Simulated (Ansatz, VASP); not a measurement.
# Two plane-wave programs on C

Contents of INCAR:

```
SYSTEM = C
PREC = Accurate
ENCUT = 520
EDIFF = 1E-6
ISMEAR = 0
SIGMA = 0.1
LREAL = .FALSE.
LASPH = .TRUE.
NELM = 60
ALGO = Normal
ISIF = 2
LWAVE = .FALSE.
LCHARG = .TRUE.
GGA = PE
LELF = .TRUE.
LVHAR = .TRUE.
NBANDS = 21
```

The input KPOINTS:

```
regular mesh
0
G
  8 8 8
  0 0 0
```

The input POSCAR:

```
C
1.0
   -1.2723380500      3.6673196500      2.2188355300
    1.2723380500     -3.6673196500      2.2188355300
    1.2723380500      3.6673196500     -2.2188355300
C
6
Direct
    0.8015749000      0.8443087700      0.9572661300
    0.1984251000      0.1556912300      0.0427338700
    0.6129573500      0.1556912300      0.4572661300
    0.3870426500      0.8443087700      0.5427338700
    0.4070826600      0.1570826600      0.2500000000
    0.5929173400      0.8429173400      0.7500000000
```

Input for Ansatz:

```yaml
crystal:
  lattice:
    - [-1.27233805, 3.66731965, 2.21883553]
    - [1.27233805, -3.66731965, 2.21883553]
    - [1.27233805, 3.66731965, -2.21883553]
  atoms:
    - { symbol: C, position: [0.8015749, 0.84430877, 0.95726613] }
    - { symbol: C, position: [0.1984251, 0.15569123, 0.04273387] }
    - { symbol: C, position: [0.61295735, 0.15569123, 0.45726613] }
    - { symbol: C, position: [0.38704265, 0.84430877, 0.54273387] }
    - { symbol: C, position: [0.40708266, 0.15708266, 0.25] }
    - { symbol: C, position: [0.59291734, 0.84291734, 0.75] }
basis:
  ecutwfc: 420
kpoints:
  mp_grid: { grid: [8, 8, 8] }
hamiltonian:
  xc: pbe
scf:
  occupations: { method: gaussian, width: 0.1 }
  lower_state_search: "off"
output:
  forces: true
  stress: true
  eigenvalues: true
```

Alike in both runs: task single point; functional PBE; k mesh 8 × 8 × 8; occupations gaussian, width 0.1 eV; no spin polarisation.

|  | VASP | Ansatz |
| --- | --- | --- |
| version | VASP 6.6.1 | Ansatz 0.2.0 |
| potentials or method | VASP PAW PBE potentials, release 64 (C) | scalar-relativistic, plane waves, PAW |
| plane-wave cutoff (eV) | 520 | 420 |
| valence electrons in the cell | 24 | 24 |

|  | VASP | Ansatz | Ansatz less VASP |
| --- | --- | --- | --- |
| gap on the k mesh at the Fermi level (eV) | 0.31 | 0.32 | +0.006 |
| least direct gap on the mesh (eV) | 0.61 | 0.62 | +0.004 |
| rms of the force components (eV/Å) | 1.484 | 1.470 | -0.0147 |

Atom by atom the forces differ by 0.026 eV/Å (rms over components).

Caveats: forces of over 1 eV/Å show positions far from the minimum, so gaps and moduli don't describe the material at rest.
